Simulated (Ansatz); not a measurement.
# Pt: the cost of one run

Method: DFT RPBE, scalar-relativistic, plane waves, PAW, in Ansatz 0.2.0.

3 further runs of the same task are left out: 3 set aside as unsound or not needed.

## Step 1: Starting point

It takes space group Fm-3m (No. 225, cubic). Conventional cell: a = 3.970 Å, b = 3.970 Å, c = 3.970 Å, α = 90.00°, β = 90.00°, γ = 90.00°. Pt (site symmetry m-3m) has 12 Pt at 2.81 Å as nearest neighbours.

Coordinates:

```xyz
1
Lattice="0.0000 1.9851 1.9851 1.9851 0.0000 1.9851 1.9851 1.9851 0.0000" Properties=species:S:1:pos:R:3 pbc="T T T"
Pt    0.0000    0.0000    0.0000
```

It is the result of an earlier relaxation at this level (volume 15.64 Å³/atom; gap on the mesh: none (metal)).

## Step 2: The slab

Miller indices refer to the conventional cell of the relaxed bulk, Fm-3m (No. 225): a = 3.970 Å, b = 3.970 Å, c = 3.970 Å, α = 90.00°, β = 90.00°, γ = 90.00°.

A (111) slab, 6.9 Å thick as cut, with 17 Å of vacuum; its outer planes are Pt (top) and Pt (bottom).

The slab as cut. Its planes from the bottom up:

| plane | atoms per cell | height over the lowest (Å) |
| --- | --- | --- |
| 1 | Pt | 0.00 |
| 2 | Pt | 2.31 |
| 3 | Pt | 4.61 |
| 4 | Pt | 6.92 |

## Step 3: The clean surface, relaxed

input.yaml reads:

```yaml
crystal:
  lattice:
    - [2.823381085, 0.0, 0.0]
    - [-1.4116905425, 2.4451197442, 0.0]
    - [0.0, 0.0, 23.9158430076]
  atoms:
    - { symbol: Pt, position: [0.6666666667, 0.3333333333, 0.3554129368] }
    - { symbol: Pt, position: [0.3333333333, 0.6666666667, 0.4518043123] }
    - { symbol: Pt, position: [0.0, 0.0, 0.5481956877] }
    - { symbol: Pt, position: [0.6666666667, 0.3333333333, 0.6445870632] }
basis:
  ecutwfc: 420
kpoints:
  mp_grid: { grid: [12, 12, 1] }
hamiltonian:
  xc: rpbe
scf:
  occupations: { method: gaussian, width: 0.1 }
output:
  forces: true
  eigenvalues: true
  write_density: true
  write_potential: true
  elf: true
  volumetric_format: npy
relax:
  adjacent_minimum: "off"
  f_tol: 0.03
  max_steps: 70
  constraints: [{ sites: [0, 1] }]
efield:
  axis: 3
  dipole_correction: true
```

On the command line:

```
$ ansatz run input.yaml --threads 1 --pin off --max-ram 2560MiB --backend cpu --events-out ev --progress --plain --runs-dir out
```

Q: Estimate wall time and peak memory on 1 thread of Arm Neoverse V1, shared host.

About 52 s, with a peak of 0.41 GiB.
